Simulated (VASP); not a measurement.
# What goes wrong when the modes of CuI (Marshite) are computed with a bad input

Aim: see how common mistakes in a phonon run show up, on CuI (Marshite). The starting structure is a measured crystal structure from the Crystallography Open Database.

Main program and level: VASP 6.6.1; Kohn-Sham DFT with plane waves and PAW; LDA.

The database entry behind the starting cell differs from later determinations by our own check (about 0.15 % long (mineral sample)), so it need not match the best structure at ambient conditions.

### Step 1. Starting point

It takes space group F-43m (No. 216, cubic). Conventional cell: a = 6.063 Å, b = 6.063 Å, c = 6.063 Å, α = 90.00°, β = 90.00°, γ = 90.00°. I has 4 Cu at 2.63 Å nearest. Nearest to Cu lie 4 I at 2.63 Å. Farther neighbours and most contacts between anions are not listed.

### Step 2. Reference modes

The cell comes from a relaxation at this level, not shown (50.33 Å³).

INCAR

```
SYSTEM = CuI
PREC = Accurate
ENCUT = 450
EDIFF = 1E-08
NELM = 100
ISMEAR = 0
SIGMA = 0.03
LREAL = .FALSE.
ALGO = Normal
GGA = CA
NBANDS = 15
LORBIT = 11
LWAVE = .FALSE.
LCHARG = .FALSE.
KPAR = 4
IBRION = 8
LEPSILON = .TRUE.
ISIF = 2
```

POSCAR

```
CuI
1.0
    0.0000000000      2.9304679866      2.9304679866
    2.9304679866      0.0000000000      2.9304679866
    2.9304679866      2.9304679866      0.0000000000
I Cu
1 1
Direct
    0.0000000000      0.0000000000      0.0000000000
    0.7500000000      0.7500000000      0.7500000000
```

KPOINTS

```
Automatic mesh
0
Gamma
10 10 10
0 0 0
```

PAW data sets: I and Cu (LDA family, release 64).

On the command line:

```
$ mpirun -np 4 vasp_std
```

The program printed:

```text
[banner, memory and clock lines left out]
running    4 mpi-ranks, on    1 nodes
 distrk:  each k-point on    1 cores,    4 groups
 distr:  one band on    1 cores,    1 groups

 POSCAR found type information on POSCAR I Cu
 POSCAR found :  2 types and       2 ions
 LDA part: xc-table for (Slater(with rela. corr.)+CA(PZ))
 , standard interpolation
 POSCAR, INCAR and KPOINTS ok, starting setup
 FFT: planning ... GRIDC
 FFT: planning ... GRID_SOFT
 FFT: planning ... GRID
 WAVECAR not read
 entering main loop
       N       E                     dE             d eps       ncg     rms          rms(c)
DAV:   1     0.905187938422E+02    0.90519E+02   -0.69894E+03  1417   0.119E+03
DAV:   2    -0.142243968386E+01   -0.91941E+02   -0.84243E+02  1501   0.235E+02
DAV:   3    -0.716203576821E+01   -0.57396E+01   -0.56507E+01  1872   0.632E+01
DAV:   4    -0.732154017981E+01   -0.15950E+00   -0.15945E+00  1601   0.992E+00
DAV:   5    -0.733037680373E+01   -0.88366E-02   -0.88365E-02  2191   0.262E+00    0.649E+00
DAV:   6    -0.722294416877E+01    0.10743E+00   -0.40646E+00  1467   0.595E+01    0.405E+00
DAV:   7    -0.700367951040E+01    0.21926E+00   -0.97090E-01  1599   0.362E+01    0.199E+00
DAV:   8    -0.700036938163E+01    0.33101E-02   -0.53459E-02  2192   0.373E+00    0.551E-01
DAV:   9    -0.699639391320E+01    0.39755E-02   -0.11192E-02  1789   0.335E+00    0.267E-01
DAV:  10    -0.699641326902E+01   -0.19356E-04   -0.64264E-04  1798   0.176E-01    0.185E-01
DAV:  11    -0.699623940512E+01    0.17386E-03   -0.87616E-04  1831   0.105E+00    0.340E-02
DAV:  12    -0.699624404160E+01   -0.46365E-05   -0.10395E-04  2020   0.123E-01    0.428E-02
DAV:  13    -0.699624282273E+01    0.12189E-05   -0.41721E-06  2206   0.149E-02    0.149E-02
DAV:  14    -0.699624185862E+01    0.96411E-06   -0.11763E-06  2091   0.357E-02    0.477E-03
DAV:  15    -0.699624167702E+01    0.18160E-06   -0.10729E-06  2139   0.302E-02    0.168E-03
DAV:  16    -0.699624169771E+01   -0.20681E-07   -0.12936E-07  2199   0.460E-03    0.195E-03
DAV:  17    -0.699624168719E+01    0.10513E-07   -0.22739E-08  1321   0.540E-03    0.561E-04
DAV:  18    -0.699624168654E+01    0.65529E-09   -0.33090E-09   915   0.121E-03
   1 F= -.69962417E+01 E0= -.69962417E+01  d E =-.799759E-21
 Linear response reoptimize wavefunctions to high precision
DAV:   1    -0.699624168666E+01   -0.12551E-09   -0.25908E-09  1423   0.890E-04
DAV:   2    -0.699624168671E+01   -0.47748E-10   -0.46795E-10   845   0.195E-04
 Linear response G [H, r] |phi>, progress :
  Direction:   1
       N       E                     dE             d eps       ncg     rms
RMM:   1    -0.633973776774E+02   -0.63397E+02    0.66681E+01  2005   0.217E+02
RMM:   2    -0.617466504107E+02    0.16507E+01   -0.78390E+00  2143   0.539E+01
RMM:   3    -0.643118987238E+02   -0.25652E+01   -0.88701E+00  2447   0.207E+01
RMM:   4    -0.645240741495E+02   -0.21218E+00   -0.84739E-01  2596   0.573E+00
RMM:   5    -0.645397524811E+02   -0.15678E-01   -0.47764E-02  2490   0.153E+00
RMM:   6    -0.645410345701E+02   -0.12821E-02   -0.14639E-02  2552   0.496E-01
RMM:   7    -0.645399697652E+02    0.10648E-02    0.12307E-03  2540   0.165E-01
RMM:   8    -0.645400755564E+02   -0.10579E-03    0.99023E-04  2516   0.451E-02
RMM:   9    -0.645401454590E+02   -0.69903E-04    0.34404E-04  2553   0.152E-02
RMM:  10    -0.645401279863E+02    0.17473E-04    0.52617E-04  2555   0.539E-03
RMM:  11    -0.645401334652E+02   -0.54789E-05    0.47225E-04  2542   0.283E-03
RMM:  12    -0.645401328229E+02    0.64223E-06    0.47868E-04  2264   0.177E-03
RMM:  13    -0.645401320898E+02    0.73318E-06    0.48610E-04  1933   0.172E-03
RMM:  14    -0.645401464678E+02   -0.14378E-04    0.34231E-04  1667   0.157E-03
RMM:  15    -0.645401643188E+02   -0.17851E-04    0.16382E-04  1497   0.157E-03
RMM:  16    -0.645401396694E+02    0.24649E-04    0.41029E-04  1430   0.152E-03
RMM:  17    -0.645401537277E+02   -0.14058E-04    0.26966E-04  1365   0.153E-03
 Linear response G [H, r] |phi>, progress :
  Direction:   2
       N       E                     dE             d eps       ncg     rms
RMM:   1    -0.614650742502E+02   -0.61465E+02    0.61443E+01  2014   0.218E+02
RMM:   2    -0.644157066944E+02   -0.29506E+01   -0.69580E+00  2149   0.508E+01
RMM:   3    -0.669182125296E+02   -0.25025E+01   -0.76924E+00  2448   0.192E+01
RMM:   4    -0.671084489100E+02   -0.19024E+00   -0.75913E-01  2586   0.542E+00
RMM:   5    -0.671233252885E+02   -0.14876E-01   -0.45000E-02  2487   0.147E+00
RMM:   6    -0.671246006877E+02   -0.12754E-02   -0.15594E-02  2555   0.488E-01
RMM:   7    -0.671235872479E+02    0.10134E-02    0.68692E-05  2543   0.157E-01
RMM:   8    -0.671235072655E+02    0.79982E-04    0.16391E-03  2535   0.407E-02
RMM:   9    -0.671237113148E+02   -0.20405E-03   -0.36043E-04  2585   0.131E-02
RMM:  10    -0.671237190535E+02   -0.77388E-05   -0.43292E-04  2561   0.489E-03
RMM:  11    -0.671237213177E+02   -0.22642E-05   -0.45491E-04  2543   0.253E-03
RMM:  12    -0.671237191287E+02    0.21890E-05   -0.43297E-04  2263   0.175E-03
RMM:  13    -0.671237202283E+02   -0.10996E-05   -0.44395E-04  1952   0.157E-03
RMM:  14    -0.671237171993E+02    0.30290E-05   -0.41366E-04  1643   0.150E-03
RMM:  15    -0.671237126227E+02    0.45766E-05   -0.36787E-04  1475   0.143E-03
[...]
dielectric tensor                  component  1 :     6.802     1.193     0.664
 Linear response to external field, progress :
  Direction:   2
       N       E                     dE             d eps       ncg     rms          rms(c)
RMM:   1    -0.411486459054E+00   -0.41149E+00    0.31041E-01  7102   0.196E+01
RMM:   2    -0.838752401106E+00   -0.42727E+00    0.11763E-01  8115   0.267E+00    0.131E+00
RMM:   3    -0.820988725247E+00    0.17764E-01    0.13277E-02  8006   0.163E+00    0.772E-01
RMM:   4    -0.836939143119E+00   -0.15950E-01   -0.34734E-02  8419   0.135E+00    0.148E-01
RMM:   5    -0.841355320878E+00   -0.44162E-02   -0.51659E-03  8570   0.465E-01    0.598E-02
RMM:   6    -0.844458218642E+00   -0.31029E-02   -0.56182E-04  8933   0.172E-01    0.233E-02
RMM:   7    -0.844416844019E+00    0.41375E-04   -0.22973E-04  8217   0.692E-02    0.194E-02
RMM:   8    -0.844461272864E+00   -0.44429E-04    0.68586E-05  8163   0.361E-02    0.116E-02
RMM:   9    -0.844606213249E+00   -0.14494E-03    0.13018E-06  9453   0.159E-02    0.317E-03
RMM:  10    -0.844581136518E+00    0.25077E-04   -0.35782E-07  9037   0.436E-03    0.159E-03
RMM:  11    -0.844579767945E+00    0.13686E-05    0.66028E-07  9172   0.163E-03    0.231E-04
RMM:  12    -0.844583374723E+00   -0.36068E-05    0.20686E-07  9179   0.640E-04    0.776E-05
RMM:  13    -0.844583932907E+00   -0.55818E-06    0.12162E-07  8170   0.253E-04    0.647E-05
RMM:  14    -0.844583856128E+00    0.76779E-07    0.41004E-08  6370   0.123E-04    0.749E-06
 change of polarisation eV/A/(eV/A) component  2 :     0.305     1.614     0.148
 dielectric tensor                  component  2 :     1.097     6.802     0.532
 Linear response to external field, progress :
  Direction:   3
       N       E                     dE             d eps       ncg     rms          rms(c)
RMM:   1    -0.411153584811E+00   -0.41115E+00    0.31374E-01  7103   0.196E+01
RMM:   2    -0.838794764055E+00   -0.42764E+00    0.11731E-01  8116   0.267E+00    0.131E+00
RMM:   3    -0.821009403698E+00    0.17785E-01    0.13171E-02  8011   0.162E+00    0.772E-01
RMM:   4    -0.836951472378E+00   -0.15942E-01   -0.34729E-02  8416   0.135E+00    0.148E-01
RMM:   5    -0.841342291715E+00   -0.43908E-02   -0.51847E-03  8566   0.465E-01    0.602E-02
RMM:   6    -0.844456409363E+00   -0.31141E-02   -0.55589E-04  8931   0.171E-01    0.232E-02
RMM:   7    -0.844419100690E+00    0.37309E-04   -0.22655E-04  8213   0.691E-02    0.191E-02
RMM:   8    -0.844463192153E+00   -0.44091E-04    0.63188E-05  8163   0.362E-02    0.115E-02
RMM:   9    -0.844605451586E+00   -0.14226E-03    0.78608E-07  9459   0.159E-02    0.317E-03
RMM:  10    -0.844581363613E+00    0.24088E-04    0.19426E-07  8997   0.434E-03    0.159E-03
RMM:  11    -0.844579792069E+00    0.15715E-05    0.60741E-07  9228   0.163E-03    0.246E-04
RMM:  12    -0.844583392479E+00   -0.36004E-05    0.17422E-07  9155   0.637E-04    0.749E-05
RMM:  13    -0.844584101333E+00   -0.70885E-06    0.10098E-07  8199   0.254E-04    0.614E-05
RMM:  14    -0.844583836970E+00    0.26436E-06    0.38572E-08  6421   0.123E-04    0.112E-05
RMM:  15    -0.844583911162E+00   -0.74192E-07    0.81452E-08  5111   0.823E-05    0.121E-05
RMM:  16    -0.844584042894E+00   -0.13173E-06    0.35080E-08  4192   0.687E-05    0.146E-06
 change of polarisation eV/A/(eV/A) component  3 :     0.244     0.272     1.614
 dielectric tensor                  component  3 :     0.878     0.979     6.802
 Linear response DOF=           2
 Linear response progress:
  Degree of freedom:   1/  2
       N       E                     dE             d eps       ncg     rms          rms(c)
RMM:   1    -0.762088330605E-01   -0.76209E-01    0.89676E-02 11466   0.238E+00
RMM:   2    -0.771868070379E-01   -0.97797E-03   -0.70003E-03  8016   0.100E+00    0.106E-01
RMM:   3    -0.778542538119E-01   -0.66745E-03   -0.24501E-03  9021   0.339E-01    0.477E-02
RMM:   4    -0.779040315852E-01   -0.49778E-04   -0.21744E-04  9111   0.999E-02    0.460E-02
RMM:   5    -0.779523449826E-01   -0.48313E-04   -0.27535E-05  8836   0.371E-02    0.481E-03
RMM:   6    -0.779389209245E-01    0.13424E-04   -0.29321E-06  8991   0.112E-02    0.149E-03
RMM:   7    -0.779265811424E-01    0.12340E-04   -0.22861E-07  9194   0.438E-03    0.699E-04
RMM:   8    -0.779233538878E-01    0.32273E-05   -0.15107E-07  8759   0.191E-03    0.646E-04
RMM:   9    -0.779228778337E-01    0.47605E-06   -0.27208E-08  9356   0.831E-04    0.609E-04
RMM:  10    -0.779229618565E-01   -0.84023E-07   -0.20287E-08  9206   0.266E-04    0.188E-04
RMM:  11    -0.779225966944E-01    0.36516E-06   -0.10747E-08  9445   0.117E-04    0.102E-04
RMM:  12    -0.779225177327E-01    0.78962E-07   -0.68107E-09  9261   0.571E-05    0.611E-05
RMM:  13    -0.779224483442E-01    0.69388E-07   -0.49133E-09  9070   0.404E-05    0.247E-06
RMM:  14    -0.779224411723E-01    0.71719E-08   -0.56683E-09  9688   0.291E-05    0.444E-06
 first order change of Fermi-energy   0.28000E-03
 force on displaced ion       1 direction 1 :  -3.792   0.000   0.000
 Born effective charge ion    1 direction 1 :  -0.965   0.000   0.000
 Linear response progress:
  Degree of freedom:   2/  2
       N       E                     dE             d eps       ncg     rms          rms(c)
RMM:   1    -0.246930411608E+00   -0.24693E+00   -0.12784E-01  7279   0.512E+00
RMM:   2    -0.246960894220E+00   -0.30483E-04   -0.82871E-03  7079   0.108E+00    0.869E-02
RMM:   3    -0.247314276385E+00   -0.35338E-03   -0.10787E-03  8042   0.262E-01    0.517E-02
RMM:   4    -0.247637022932E+00   -0.32275E-03   -0.10037E-04  8521   0.789E-02    0.494E-03
RMM:   5    -0.247631606146E+00    0.54168E-05   -0.60167E-06  8566   0.194E-02    0.398E-03
RMM:   6    -0.247626655412E+00    0.49507E-05   -0.60388E-07  8721   0.731E-03    0.171E-03
RMM:   7    -0.247632849177E+00   -0.61938E-05   -0.16248E-07  8753   0.314E-03    0.107E-03
RMM:   8    -0.247630505233E+00    0.23439E-05   -0.27139E-08  8783   0.102E-03    0.242E-04
RMM:   9    -0.247630326070E+00    0.17916E-06   -0.61766E-09  9086   0.381E-04    0.130E-04
RMM:  10    -0.247630218609E+00    0.10746E-06   -0.25672E-09  8354   0.159E-04    0.499E-05
RMM:  11    -0.247630215200E+00    0.34094E-08   -0.41255E-10  8712   0.115E-04    0.294E-05
 first order change of Fermi-energy  -0.44860E-04
 force on displaced ion       2 direction 1 :  -3.839   0.000   0.000
 Born effective charge ion    2 direction 1 :   0.960   0.000   0.000
 Born effective charges drift removed
 Linear response finished
```

It took 4.2 min on 4 MPI ranks of AMD EPYC 7R43, shared host; peak memory 1.4 GiB.

Lines that name or quote the potential files are left out of all logs, and their timing lines are given in words.

Parts of OUTCAR (step 2):

```text
ion  position               nearest neighbor table
   1  0.000  0.000  0.000-   2 2.54   2 2.54   2 2.54   2 2.54
   2  0.750  0.750  0.750-   1 2.54   1 2.54   1 2.54   1 2.54

  LATTYP: Found a face centered cubic cell.
 ALAT       =     5.8609359732

 Subroutine GETGRP returns: Found 24 space group operations
 (whereof 24 operations were pure point group operations)

The static configuration has the point symmetry T_d .

 Found     47 irreducible k-points:

   k-points           NKPTS =     47   k-points in BZ     NKDIM =     47   number of bands    NBANDS=     15

   dimension x,y,z NGX =    30 NGY =   30 NGZ =   30
   dimension x,y,z NGXF=    60 NGYF=   60 NGZF=   60

   ENCUT  =  450.0 eV  33.07 Ry    5.75 a.u.   7.17  7.17  7.17*2*pi/ulx,y,z

   NELECT =      18.0000    total number of electrons

 k-points in reciprocal lattice and weights: Automatic mesh
   0.00000000  0.00000000  0.00000000       0.001
   0.10000000  0.00000000  0.00000000       0.008
   0.20000000  0.00000000  0.00000000       0.008
   0.30000000  0.00000000  0.00000000       0.008
   0.40000000  0.00000000  0.00000000       0.008
   0.50000000  0.00000000  0.00000000       0.004
   0.10000000  0.10000000  0.00000000       0.006
   0.20000000  0.10000000  0.00000000       0.024
   0.30000000  0.10000000  0.00000000       0.024
[...]
-0.30000000  0.40000000  0.20000000       0.024
  -0.30000000  0.50000000  0.20000000       0.012

 average (electrostatic) potential at core
       1 -92.0922       2 -66.0729

  Total       -0.0023697     -0.0023697     -0.0023697     -0.0000000     -0.0000000      0.0000000
  in kB       -0.0754344     -0.0754344     -0.0754344     -0.0000000     -0.0000000      0.0000000
  external PRESSURE =      -0.0754344 kB  Pullay stress =       0.0000000 kB

  energy-cutoff  :      450.00
  volume of cell :       50.33
      direct lattice vectors                 reciprocal lattice vectors
     0.000000000  2.930467987  2.930467987    -0.170621212  0.170621212  0.170621212
     2.930467987  0.000000000  2.930467987     0.170621212 -0.170621212  0.170621212
     2.930467987  2.930467987  0.000000000     0.170621212  0.170621212 -0.170621212

 POSITION                                       TOTAL-FORCE (eV/Angst)
 -----------------------------------------------------------------------------------
      0.00000      0.00000      0.00000         0.000000      0.000000      0.000000
      4.39570      4.39570      4.39570        -0.000000     -0.000000     -0.000000
 -----------------------------------------------------------------------------------
    total drift:                               -0.000000     -0.000000     -0.000000

 MACROSCOPIC STATIC DIELECTRIC TENSOR (including local field effects in DFT)
 ------------------------------------------------------
           6.802124     0.000000     0.000000
           0.000000     6.802124     0.000000
           0.000000    -0.000000     6.802124
 ------------------------------------------------------

 PIEZOELECTRIC TENSOR (including local field effects)  for field in x, y, z        (C/m^2)
          XX          YY          ZZ          XY          YZ          ZX
  --------------------------------------------------------------------------------
  x    -0.00000     0.00000     0.00000     0.00000    -0.30577     0.00000
  y     0.00000     0.00000     0.00000     0.00000     0.00000    -0.30577
  z    -0.00000     0.00000    -0.00000    -0.30577     0.00000     0.00000

 BORN EFFECTIVE CHARGES (including local field effects) (in |e|, cummulative output)
 ---------------------------------------------------------------------------------
 ion    1
    1    -0.96258     0.00000     0.00000
    2     0.00000    -0.96258     0.00000
    3     0.00000     0.00000    -0.96258
 ion    2
    1     0.96258     0.00000     0.00000
    2     0.00000     0.96258     0.00000
    3     0.00000     0.00000     0.96258

 Eigenvectors and eigenvalues of the dynamical matrix
 ----------------------------------------------------

   1 f  =    4.697461 THz    29.515021 2PiTHz  156.690448 cm-1    19.427131 meV
             X         Y         Z           dx          dy          dz
      0.000000  0.000000  0.000000     0.558354    0.072236    0.118167
      4.395702  4.395702  4.395702    -0.793902   -0.102710   -0.168016

   2 f  =    4.697461 THz    29.515021 2PiTHz  156.690448 cm-1    19.427131 meV
             X         Y         Z           dx          dy          dz
      0.000000  0.000000  0.000000    -0.034469    0.547864   -0.172040
      4.395702  4.395702  4.395702     0.049011   -0.778986    0.244617

   3 f  =    4.697461 THz    29.515021 2PiTHz  156.690448 cm-1    19.427131 meV
             X         Y         Z           dx          dy          dz
      0.000000  0.000000  0.000000     0.134139   -0.159900   -0.536078
      4.395702  4.395702  4.395702    -0.190727    0.227355    0.762228

   4 f/i=    0.013569 THz     0.085258 2PiTHz    0.452621 cm-1     0.056118 meV
             X         Y         Z           dx          dy          dz
      0.000000  0.000000  0.000000    -0.045665   -0.104042    0.810030
      4.395702  4.395702  4.395702    -0.032116   -0.073173    0.569698

   5 f/i=    0.013569 THz     0.085258 2PiTHz    0.452621 cm-1     0.056118 meV
             X         Y         Z           dx          dy          dz
      0.000000  0.000000  0.000000    -0.764297   -0.280448   -0.079108
      4.395702  4.395702  4.395702    -0.537533   -0.197240   -0.055637

   6 f/i=    0.013569 THz     0.085258 2PiTHz    0.452621 cm-1     0.056118 meV
             X         Y         Z           dx          dy          dz
      0.000000  0.000000  0.000000     0.287791   -0.761304   -0.081560
      4.395702  4.395702  4.395702     0.202405   -0.535428   -0.057361

 MACROSCOPIC STATIC DIELECTRIC TENSOR IONIC CONTRIBUTION
 ------------------------------------------------------
           0.873115     0.000000     0.000000
           0.000000     0.873115     0.000000
           0.000000     0.000000     0.873115
 ------------------------------------------------------

 ELASTIC MODULI CONTR FROM IONIC RELAXATION (kBar)
 Direction    XX          YY          ZZ          XY          YZ          ZX
 --------------------------------------------------------------------------------
 XX          -0.0000      0.0000      0.0000      0.0000     -0.0000      0.0000
 YY           0.0000     -0.0000      0.0000      0.0000      0.0000      0.0000
 ZZ           0.0000      0.0000     -0.0000     -0.0000      0.0000      0.0000
 XY           0.0000      0.0000     -0.0000   -214.9993      0.0000      0.0000
 YZ          -0.0000      0.0000      0.0000      0.0000   -214.9993      0.0000
 ZX           0.0000      0.0000      0.0000      0.0000      0.0000   -214.9993
 --------------------------------------------------------------------------------

 PIEZOELECTRIC TENSOR IONIC CONTR  for field in x, y, z        (C/m^2)
          XX          YY          ZZ          XY          YZ          ZX
  --------------------------------------------------------------------------------
  x     0.00000     0.00000     0.00000     0.00000     0.40769     0.00000
  y     0.00000    -0.00000     0.00000     0.00000     0.00000     0.40769
  z     0.00000     0.00000     0.00000     0.40769     0.00000     0.00000
```

Energies printed during the response cycles are not total energies of the cell.

Reference: the zone-centre mode is T2 156.7 cm⁻¹.

(Continued in part 2 of 2.)

[Lines on the potential files, build, host, timing and source positions are cut from VASP's logs without a mark.]

[Logs are printed without paths, hosts, clocks, repeated set-up lines and the standing remarks that a program may print on its own settings, such as how far it seeks lower states.]

[Hosts, paths, dates, database ids (printed as entryN), source tags and the programs' standing remarks are cut or masked in the printed files.]
